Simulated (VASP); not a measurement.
# Zr (P6_3/mmc) in VASP: core levels with PBE

Aim: the core levels of Zr with PBE.

All numbers are computed with VASP 6.6.1; they aren't measurements. Logs are shortened: lines on timing, memory, paths and dates and some standing lists are left out, and cuts for length are marked.

## (1) The crystal as given

Symmetry: P6_3/mmc, No. 194, hexagonal system. The conventional cell has a = 3.233 Å, b = 3.233 Å, c = 5.149 Å, α = 90.00°, β = 90.00°, γ = 120.00°. Zr (site symmetry -6m2) is surrounded by 12 Zr at 3.18 to 3.23 Å.

## (2) Core levels, PBE

INCAR

```
  PREC = Accurate
  ENCUT = 400
  EDIFF = 1E-7
  ISMEAR = 0
  SIGMA = 0.1
  LREAL = F
  LASPH = T
  NELM = 80
  ALGO = Fast
  ISIF = 2
  LWAVE = F
  LCHARG = F
  GGA = PE
  ICORELEVEL = 1
  KPAR = 4
```

KPOINTS

```
Automatic mesh
0
Gamma
  4 4 4
```

POSCAR

```
Zr
1.0
    9.6990000000      0.0000000000      0.0000000000
   -4.8495000000      8.3995803913      0.0000000000
    0.0000000000      0.0000000000     10.2980000000
Zr
36
Direct
    0.0000000000      0.0000000000      0.0000000000
    0.1111111111      0.2222222222      0.2500000000
    0.0000000000      0.0000000000      0.5000000000
    0.1111111111      0.2222222222      0.7500000000
    0.0000000000      0.3333333333      0.0000000000
    0.1111111111      0.5555555556      0.2500000000
    0.0000000000      0.3333333333      0.5000000000
    0.1111111111      0.5555555556      0.7500000000
    0.0000000000      0.6666666667      0.0000000000
    0.1111111111      0.8888888889      0.2500000000
    0.0000000000      0.6666666667      0.5000000000
    0.1111111111      0.8888888889      0.7500000000
    0.3333333333      0.0000000000      0.0000000000
    0.4444444444      0.2222222222      0.2500000000
    0.3333333333      0.0000000000      0.5000000000
    0.4444444444      0.2222222222      0.7500000000
    0.3333333333      0.3333333333      0.0000000000
    0.4444444444      0.5555555556      0.2500000000
    0.3333333333      0.3333333333      0.5000000000
    0.4444444444      0.5555555556      0.7500000000
    0.3333333333      0.6666666667      0.0000000000
    0.4444444444      0.8888888889      0.2500000000
    0.3333333333      0.6666666667      0.5000000000
    0.4444444444      0.8888888889      0.7500000000
    0.6666666667      0.0000000000      0.0000000000
    0.7777777778      0.2222222222      0.2500000000
    0.6666666667      0.0000000000      0.5000000000
    0.7777777778      0.2222222222      0.7500000000
    0.6666666667      0.3333333333      0.0000000000
    0.7777777778      0.5555555556      0.2500000000
    0.6666666667      0.3333333333      0.5000000000
    0.7777777778      0.5555555556      0.7500000000
    0.6666666667      0.6666666667      0.0000000000
    0.7777777778      0.8888888889      0.2500000000
    0.6666666667      0.6666666667      0.5000000000
    0.7777777778      0.8888888889      0.7500000000
```

Potentials or basis: VASP PAW PBE potentials, release 64 (Zr_sv).

Run with:

```sh
cat potpaw_PBE.64/Zr_sv/POTCAR > POTCAR
mpirun -np 4 vasp_std > vasp.out
```

OUTCAR:

```text
PREC = Accurate
   ENCUT = 400
   EDIFF = 1E-7
   ISMEAR = 0
   LREAL = F
   LASPH = T
   NELM = 80
   ISIF = 2
   GGA = PE

 ion  position               nearest neighbor table
   1  0.000  0.000  0.000-   2 3.18   4 3.18  10 3.18  12 3.18  34 3.18  36 3.18  17 3.23  33 3.23
                             5 3.23   9 3.23  25 3.23  13 3.23
   2  0.111  0.222  0.250-   1 3.18   3 3.18   5 3.18   7 3.18  17 3.18  19 3.18  10 3.23  34 3.23
                            14 3.23  26 3.23  18 3.23   6 3.23
   3  0.000  0.000  0.500-   2 3.18   4 3.18  10 3.18  12 3.18  34 3.18  36 3.18  19 3.23  11 3.23
                            35 3.23   7 3.23  27 3.23  15 3.23
   4  0.111  0.222  0.750-   1 3.18   3 3.18   5 3.18   7 3.18  17 3.18  19 3.18  12 3.23  36 3.23
                            16 3.23  28 3.23  20 3.23   8 3.23
   5  0.000  0.333  0.000-   2 3.18   4 3.18  26 3.18  28 3.18   6 3.18   8 3.18   1 3.23  25 3.23
                            17 3.23  29 3.23  21 3.23   9 3.23
   6  0.111  0.556  0.250-  21 3.18  23 3.18   9 3.18  11 3.18   5 3.18   7 3.18  22 3.23  10 3.23
                            18 3.23  30 3.23  26 3.23   2 3.23
   7  0.000  0.333  0.500-   2 3.18   4 3.18  26 3.18  28 3.18   6 3.18   8 3.18  27 3.23   3 3.23
                            19 3.23  31 3.23  23 3.23  11 3.23
   8  0.111  0.556  0.750-  21 3.18  23 3.18   9 3.18  11 3.18   5 3.18   7 3.18  12 3.23  24 3.23
                            20 3.23  32 3.23  28 3.23   4 3.23
   9  0.000  0.667  0.000-  10 3.18  12 3.18   6 3.18   8 3.18  30 3.18  32 3.18   1 3.23  13 3.23
[... 62 lines left out ...]
 A1 = (   9.6990000000,   0.0000000000,   0.0000000000)
 A2 = (  -4.8495000000,   8.3995803913,   0.0000000000)
 A3 = (   0.0000000000,   0.0000000000,  10.2980000000)

Analysis of symmetry for initial positions (statically):
=====================================================================
 Subroutine PRICEL returns following result:

  LATTYP: Found a hexagonal cell.
 ALAT       =     3.2329999997
 C/A-ratio  =     1.5926384165

  Lattice vectors:

 A1 = (   3.2329999997,   0.0000000000,   0.0000000000)
 A2 = (  -1.6164999998,   2.7998601302,   0.0000000000)
 A3 = (   0.0000000000,   0.0000000000,   5.1490000000)

  18 primitive cells build up your supercell.

 Routine SETGRP: Setting up the symmetry group for a
 hexagonal supercell.

 Subroutine GETGRP returns: Found 24 space group operations
 (whereof 12 operations were pure point group operations)
 out of a pool of 24 trial point group operations.

The static configuration has the point symmetry D_3h.
 The point group associated with its full space group is D_6h.

Analysis of symmetry for dynamics (positions and initial velocities):
=====================================================================
 Subroutine PRICEL returns following result:

  LATTYP: Found a hexagonal cell.
 ALAT       =     3.2329999997
 C/A-ratio  =     1.5926384165

  Lattice vectors:

 A1 = (   3.2329999997,   0.0000000000,   0.0000000000)
 A2 = (  -1.6164999998,   2.7998601302,   0.0000000000)
 A3 = (   0.0000000000,   0.0000000000,   5.1490000000)

  18 primitive cells build up your supercell.

 Routine SETGRP: Setting up the symmetry group for a
 hexagonal supercell.

 Subroutine GETGRP returns: Found 24 space group operations
 (whereof 12 operations were pure point group operations)
 out of a pool of 24 trial point group operations.

The dynamic configuration has the point symmetry D_3h.
 The point group associated with its full space group is D_6h.

 Subroutine INISYM returns: Found 24 space group operations
 (whereof 12 operations are pure point group operations),
 and found    18 'primitive' translations

----------------------------------------------------------------------------------------

                                     Primitive cell

  volume of cell :      46.6085

  direct lattice vectors                    reciprocal lattice vectors
     3.233000000  0.000000000  0.000000000     0.309310238  0.178580349  0.000000000
    -1.616500000  2.799860130  0.000000000     0.000000000  0.357160699  0.000000000
     0.000000000  0.000000000  5.149000000     0.000000000  0.000000000  0.194212468

  length of vectors
     3.233000000  3.233000000  5.149000000     0.357160699  0.357160699  0.194212468

  position of ions in fractional coordinates (direct lattice)
     0.000000000  0.000000000  0.000000000
     0.333333333  0.666666667  0.500000000

  ion indices of the primitive-cell ions
[... 53 lines left out ...]
   PREC   = accura    normal or accurate (medium, high low for compatibility)
   ISTART =      0    job   : 0-new  1-cont  2-samecut
   ICHARG =      2    charge: 1-file 2-atom 10-const
   ISPIN  =      1    spin polarized calculation?
   LNONCOLLINEAR =      F non collinear calculations
   LSORBIT =      F    spin-orbit coupling
   LASPH  =      T    aspherical Exc in radial PAW
   ENCUT  =  400.0 eV  29.40 Ry    5.42 a.u.  15.82 15.82 16.79*2*pi/ulx,y,z
   NELM   =     80;   NELMIN=  2; NELMDL= -5     # of ELM steps
   EDIFF  = 0.1E-06   stopping-criterion for ELM
   LREAL  =      F    real-space projection
   EDIFFG = 0.1E-05   stopping-criterion for IOM
   NSW    =      0    number of steps for IOM
   IBRION =     -1    ionic relax: 0-MD 1-quasi-New 2-CG
   NFREE  =      0    steps in history (QN), initial steepest desc. (CG)
   ISIF   =      2    stress and relaxation
   ISYM   =      2    0-nonsym 1-usesym 2-fastsym
   POTIM  = 0.5000    time-step for ionic-motion
   TEBEG  =    0.0;   TEEND  =   0.0 temperature during run
   PSTRESS=    0.0 pullay stress
   NELECT =     432.0000    total number of electrons
   NUPDOWN=      -1.0000    fix difference up-down
   EMIN   =  10.00;   EMAX   =-10.00  energy-range for DOS
   EFERMI =   0.00;   METHOD = LEGACY
   ISMEAR =     0;   SIGMA  =   0.10  broadening in eV -4-tet -1-fermi 0-gaus
   EFERMI_NEDOS =   21; number of points for ismear=-14 and -15
   IALGO  =     68    algorithm
   IMIX   =      4    mixing-type and parameters
     AMIX     =   0.40;   BMIX     =  1.00
     AMIX_MAG =   1.60;   BMIX_MAG =  1.00
  volume/ion in A,a.u.               =      23.30       157.26
  Fermi-wavevector in a.u.,A,eV,Ry     =   1.312170  2.479643 23.426394  1.721791
  Thomas-Fermi vector in A             =   2.442581
   LORBIT       =      0    0 simple, 1 ext, 2 COOP (PROOUT), +10 PAW based schemes
   GGA     = PE    functional components
   LHFCALC =     F    Hartree Fock is set to
   AEXX    =    0.0000 exact exchange contribution
   IVDW    =     0    specifies the selected vdW correction
   LEPSILON=     F    determine dielectric tensor
   LRPA    =     F    only Hartree local field effects (RPA)
 non-spin polarized calculation
 RMM-DIIS sequential band-by-band and
 Gauss-broadening in eV      SIGMA  =   0.10
  energy-cutoff  :      400.00
  volume of cell :      838.95
 maximum number of plane-waves:     15260
 NGX is ok and might be reduce to    64
   NGX = 31   NGY = 31   NGZ = 33

 number of electron     432.0000003 magnetization

 Free energy of the ion-electron system (eV)
  ---------------------------------------------------
  ext. energy  EPLUGINS =         0.00000000
  ---------------------------------------------------
  free energy    TOTEN  =      -306.75545355 eV

  energy without entropy =     -306.56284661  energy(sigma->0) =     -306.65915008

 the core state eigenenergies are
   1-  1s -17807.3572  2s  -2454.5731  2p  -2187.0817  3s   -389.8747  3p   -302.7586
       3d   -159.8593
   2-  1s -17807.3572  2s  -2454.5731  2p  -2187.0817  3s   -389.8747  3p   -302.7586
       3d   -159.8593
   3-  1s -17807.3572  2s  -2454.5731  2p  -2187.0817  3s   -389.8747  3p   -302.7586
       3d   -159.8593
   4-  1s -17807.3572  2s  -2454.5731  2p  -2187.0817  3s   -389.8747  3p   -302.7586
       3d   -159.8593
   5-  1s -17807.3572  2s  -2454.5731  2p  -2187.0817  3s   -389.8747  3p   -302.7586
       3d   -159.8593
   6-  1s -17807.3572  2s  -2454.5731  2p  -2187.0817  3s   -389.8747  3p   -302.7586
       3d   -159.8593
   7-  1s -17807.3572  2s  -2454.5731  2p  -2187.0817  3s   -389.8747  3p   -302.7586
       3d   -159.8593
   8-  1s -17807.3572  2s  -2454.5731  2p  -2187.0817  3s   -389.8747  3p   -302.7586
       3d   -159.8593
   9-  1s -17807.3572  2s  -2454.5731  2p  -2187.0817  3s   -389.8747  3p   -302.7586
[... 41 lines left out ...]
  30-  1s -17807.3572  2s  -2454.5731  2p  -2187.0817  3s   -389.8747  3p   -302.7586
       3d   -159.8593
  31-  1s -17807.3572  2s  -2454.5731  2p  -2187.0817  3s   -389.8747  3p   -302.7586
       3d   -159.8593
  32-  1s -17807.3572  2s  -2454.5731  2p  -2187.0817  3s   -389.8747  3p   -302.7586
       3d   -159.8593
  33-  1s -17807.3572  2s  -2454.5731  2p  -2187.0817  3s   -389.8747  3p   -302.7586
       3d   -159.8593
  34-  1s -17807.3572  2s  -2454.5731  2p  -2187.0817  3s   -389.8747  3p   -302.7586
       3d   -159.8593
  35-  1s -17807.3572  2s  -2454.5731  2p  -2187.0817  3s   -389.8747  3p   -302.7586
       3d   -159.8593
  36-  1s -17807.3572  2s  -2454.5731  2p  -2187.0817  3s   -389.8747  3p   -302.7586
       3d   -159.8593

 E-fermi :   8.9870     XC(G=0): -11.0776

 val. band max:        8.9866927865   @ k =   0.2500   0.2500   0.2500
 cond. band min:       9.0103355053   @ k =   0.2500   0.0000   0.5000
 fundamental gap:      0.0236427188
 Fermi energy:         8.9870433288

 k-point     1 :       0.0000    0.0000    0.0000
  band No.  band energies     occupation
      1     -39.8571      2.00000
      2     -39.7808      2.00000
      3     -39.7808      2.00000
      4     -39.7621      2.00000
      5     -39.7621      2.00000
      6     -39.7621      2.00000
[... 2761 lines left out ...]
    227       9.4050      0.00000
    228       9.4050      0.00000
 [bands above 228 left out]

------------------------ aborting loop because EDIFF is reached ----------------------------------------

  FORCE on cell =-STRESS in cart. coord.  units (eV):
  Direction    XX          YY          ZZ          XY          YZ          ZX
  --------------------------------------------------------------------------------------
  -------------------------------------------------------------------------------------
  Total        0.6673556      0.6673556      1.9282100      0.0000000      0.0000000     -0.0000000
  in kB        1.2744725      1.2744725      3.6823705      0.0000000      0.0000000     -0.0000000
  external PRESSURE =       2.0771052 kB  Pullay stress =       0.0000000 kB

 VOLUME and BASIS-vectors are now :
 -----------------------------------------------------------------------------
  energy-cutoff  :      400.00
  volume of cell :      838.95
      direct lattice vectors                 reciprocal lattice vectors
     9.699000000  0.000000000  0.000000000     0.103103413  0.059526783  0.000000000
    -4.849500000  8.399580391  0.000000000     0.000000000  0.119053566  0.000000000
     0.000000000  0.000000000 10.298000000     0.000000000  0.000000000  0.097106234

 POSITION                                       TOTAL-FORCE (eV/Angst)
 -----------------------------------------------------------------------------------
      0.00000      0.00000      0.00000        -0.000000     -0.000000     -0.000000
      0.00000      1.86657      2.57450         0.000000      0.000000     -0.000000
      0.00000      0.00000      5.14900        -0.000000     -0.000000     -0.000000
      0.00000      1.86657      7.72350         0.000000     -0.000000      0.000000
     -1.61650      2.79986      0.00000        -0.000000      0.000000     -0.000000
     -1.61650      4.66643      2.57450         0.000000      0.000000      0.000000
[... 28 lines left out ...]
      3.23300      5.59972      5.14900        -0.000000     -0.000000     -0.000000
      3.23300      7.46629      7.72350         0.000000      0.000000     -0.000000
 -----------------------------------------------------------------------------------
    total drift:                                0.000005     -0.000003     -0.000000

  FREE ENERGIE OF THE ION-ELECTRON SYSTEM (eV)
  ---------------------------------------------------
  free  energy   TOTEN  =      -306.7554535548 eV

  energy  without entropy=     -306.5628466062  energy(sigma->0) =     -306.65915008
```

Run time: 58 min. Hardware: 4 MPI ranks of Intel Xeon Platinum 8259CL at 2.50GHz (Skylake/Cascade Lake), shared host; peak memory 1.4 GiB.

What came out:

* Free energy: -306.7555 eV
* Pressure: 0.2 GPa
* Band gap on the k mesh: none (metal or under the smearing width)

Stress tensor (GPa, compression positive):
```
0.13 0.00 0.00
0.00 0.13 0.00
0.00 0.00 0.37
```

Levels at points of the mesh, in eV from the Fermi level:
```tsv
k point	band 214	band 215	band 216	band 217	band 218	band 219
(0.00, 0.00, 0.00)	-0.04	-0.04	-0.04	0.04	0.04	0.26
(0.50, 0.00, 0.00)	-0.16	-0.06	-0.06	0.12	0.12	0.12
(0.00, 0.00, 0.50)	0.09	0.09	0.09	0.09	0.09	0.09
(0.50, 0.00, 0.50)	-0.03	-0.03	-0.03	0.18	0.18	0.18
```

Core levels (eV, on the scale of the bands):
```csv
atom,levels
1 Zr,"1s -17807.4, 2s -2454.6, 2p -2187.1, 3s -389.9, 3p -302.8, 3d -159.9"
2 Zr,"1s -17807.4, 2s -2454.6, 2p -2187.1, 3s -389.9, 3p -302.8, 3d -159.9"
3 Zr,"1s -17807.4, 2s -2454.6, 2p -2187.1, 3s -389.9, 3p -302.8, 3d -159.9"
4 Zr,"1s -17807.4, 2s -2454.6, 2p -2187.1, 3s -389.9, 3p -302.8, 3d -159.9"
5 Zr,"1s -17807.4, 2s -2454.6, 2p -2187.1, 3s -389.9, 3p -302.8, 3d -159.9"
6 Zr,"1s -17807.4, 2s -2454.6, 2p -2187.1, 3s -389.9, 3p -302.8, 3d -159.9"
```
